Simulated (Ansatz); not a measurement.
Write a Python script for Ansatz 0.2.0, Python API that makes a breakdown of dispersion, smearing and cutoff terms of MgO, space group P-6m2. Level of theory (first run): PBEsol, PAW, cutoff 380 eV, 6×6×6 k-points, fixed occupations, D3BJATM dispersion.

```
Mg O
1.0
     2.93802    0.00000    0.00000
    -1.46901    2.54440    0.00000
     0.00000    0.00000    2.67968
Mg O
1 1
Cartesian
  0.0000 0.0000 0.0000
  0.0000 1.6963 1.3398
```

`terms.py`
```python
# -*- coding: utf-8 -*-
import warnings

import ansatz as az
from ase import Atoms

warnings.simplefilter('ignore', az.DeckWarning)

atoms = Atoms(
    ['Mg', 'O'],
    scaled_positions=[
        [0.0, 0.0, 0.0],
        [1 / 3, 2 / 3, 0.5],
    ],
    cell=[
        [2.938021, 0.0, 0.0],
        [-1.46901, 2.544401, 0.0],
        [0.0, 0.0, 2.67968],
    ],
    pbc=True,
)
structure = az.Crystal.from_ase(atoms)

base = structure.calculation()
base = base.kpoints(6, 6, 6)
base = base.occupations('fixed')
with_term = base.functional('pbesol', dispersion='d3bjatm').basis(380).cutoff_correction(530).run(threads=1).report
without = base.functional('pbesol').basis(380).run(threads=1).report
finer = base.functional('pbesol').basis(530).run(threads=1).report
removed = az.free_energy_without(with_term, az.EnergyTerm.DISPERSION)
print(f'dispersion term            {with_term["components"]["e_disp"]:.5f} eV')
print(f'F less dispersion          {removed:.5f} eV, run without it {without["free_energy_ev"]:.5f} eV')
print(f'F less smearing term       {az.free_energy_without(without, az.EnergyTerm.SMEARING):.5f} eV')
print(f'estimated gain to 530 eV   {with_term["cutoff_correction"]["energy_ev"]:.5f} eV, found {finer["free_energy_ev"] - without["free_energy_ev"]:.5f} eV')
```

`python terms.py` gives:
```text
dispersion term            -0.41982 eV
F less dispersion          -2475.15309 eV, run without it -2475.15309 eV
F less smearing term       -2475.15309 eV
estimated gain to 530 eV   -0.03308 eV, found -0.03270 eV
```

Notes:
- Absolute energies stand on the zero of these potentials, so only differences at equal settings mean something. A total without «per atom» is that of the cell as typed.
- The cutoff lies under the one recommended for these potentials in some of the runs.
- The structure comes from a database of computed cells and needn't be a stable or known phase.
- The script silences the warnings on its input, which a real study should read.
- It ran for 3.2 s on 1 thread of Arm Neoverse V1 (shared host), peak memory 0.33 GiB.
